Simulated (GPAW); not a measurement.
**MoS2: relaxation of cell and atoms with PBEsol**

MoS2, a slab with vacuum:

```
Mo S
1.0
     3.18413    0.00000    0.00000
    -1.59206    2.75753    0.00000
     0.00000    0.00000   17.33460
Mo S
1 2
Cartesian
  0.0000 0.0000 0.0000
  0.0000 1.8384 15.7833
  0.0000 1.8384 1.5513
```

```
Program             : GPAW 26.7.0
Task                : relaxation of cell and atoms
Functional          : PBEsol
Potentials or basis : PAW data sets generated in the run's folder for this functional
Cutoff              : 600 eV
Basis               : pw
k mesh              : 7 × 7 × 2
Occupations         : fermi-dirac, width 0.05 eV
Spin                : no spin polarisation
Maxiter             : 150
Optimizer           : BFGS
Fmax                : 0.02 eV/Å
Max steps           : 60
Convergence         : density=1e-05 forces=0.0001
```

```json
{
 "Relaxed volume": "49.36 Å³/atom",
 "Relaxed cell": "a = 3.139 Å, b = 3.139 Å, c = 17.355 Å, α = 90.00°, β = 90.00°, γ = 120.00°",
 "Space group after relaxing (to 0.05 Å)": "P-6m2 (No. 187)",
 "Energy gained by relaxing": "6.2 meV/atom",
 "Ionic steps": "6",
 "Largest force after relaxing": "0.007 eV/Å",
 "Band gap on the k mesh": "2.10 eV, indirect (least direct gap 2.27 eV)"
}
```

Forces in eV/Å, atoms in the order of the input:
```
Mo   0.000  0.000  0.000
S    0.000  0.000 -0.007
S    0.000  0.000  0.007
```

The path:
| step | energy change (eV) | largest force (eV/Å) | pressure (GPa) | volume (Å³) |
| --- | --- | --- | --- | --- |
| 1 | 0.0000 | 0.1490 | -1.19 | 152.20 |
| 2 | -0.0064 | 0.0397 | -0.85 | 151.39 |
| 3 | -0.0149 | 0.1944 | 0.03 | 149.10 |
| 4 | -0.0166 | 0.1699 | 0.10 | 148.66 |
| 5 | -0.0187 | 0.0288 | 0.05 | 148.02 |
| 6 | -0.0187 | 0.0066 | 0.00 | 148.08 |

Final structure:
```yaml
crystal:
  lattice:
    - [3.13893, 0.00000, 0.00000]
    - [-1.56946, 2.71839, 0.00000]
    - [0.00000, 0.00000, 17.35466]
  atoms:
    - { symbol: Mo, position: [0.00000, 0.00000, 0.00000] }
    - { symbol: S, position: [0.33333, 0.66667, 0.91020] }
    - { symbol: S, position: [0.33333, 0.66667, 0.08980] }
```

Levels at points of the mesh, in eV from the valence-band top:
| k point | band 11 | band 12 | band 13 | band 14 | band 15 | band 16 |
| --- | --- | --- | --- | --- | --- | --- |
| (0.00, 0.00, 0.00) | -1.36 | -1.36 | 0.00 | 2.97 | 2.97 | 3.25 |
| (0.00, 0.00, 0.50) | -1.36 | -1.36 | 0.00 | 2.97 | 2.97 | 3.25 |

Run time: 3 min on 1 thread of Arm Neoverse V2 (shared host), peak memory 0.28 GiB.

Caveat: later steps reuse the first step's grids. A hybrid or GW would open this gap; PBEsol tends to underestimate it.
